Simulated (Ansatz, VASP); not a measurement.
Sb in VASP and in Ansatz

```xyz
4
Lattice="4.4665 0.0000 0.0000 0.0000 4.3613 0.0000 -1.3027 0.0000 6.2783" Properties=species:S:1:pos:R:3 pbc="T T T"
Sb    0.6277    1.0903    4.2923
Sb    3.1899    3.2710    4.7888
Sb   -0.0260    1.0903    1.4895
Sb    2.5361    3.2710    1.9860
```

Change from the starting cell: volume scaled by 0.96.

Alike in both runs: task single point; functional PBE; k mesh 6 × 6 × 4; occupations fermi-dirac, width 0.05 eV; no spin polarisation.

|  | VASP | Ansatz |
| --- | --- | --- |
| version | VASP 6.6.1 | Ansatz 0.2.0 |
| potentials or method | VASP PAW PBE potentials, release 64 (Sb) | Ansatz PAW |
| plane-wave cutoff (eV) | 520 | 420 |
| valence electrons in the cell | 20 | 60 |

```csv
,VASP,Ansatz,Ansatz less VASP
gap on the k mesh at the Fermi level (eV),none,none,-
pressure (GPa),2.3,2.3,-0.06
largest component of the traceless stress (GPa),0.46,0.44,-0.025
rms of the force components (eV/Å),0.188,0.168,-0.0198
```

Atom by atom the forces differ by 0.024 eV/Å (rms over components). A gap of «none» marks a metal or a gap that the smearing closes. The functional is the same, so the differences come from potentials, cutoffs and numerics. The two sets of potentials don't hold the same shells in valence.

Spin-orbit coupling is left out, which matters for the levels of Sb.
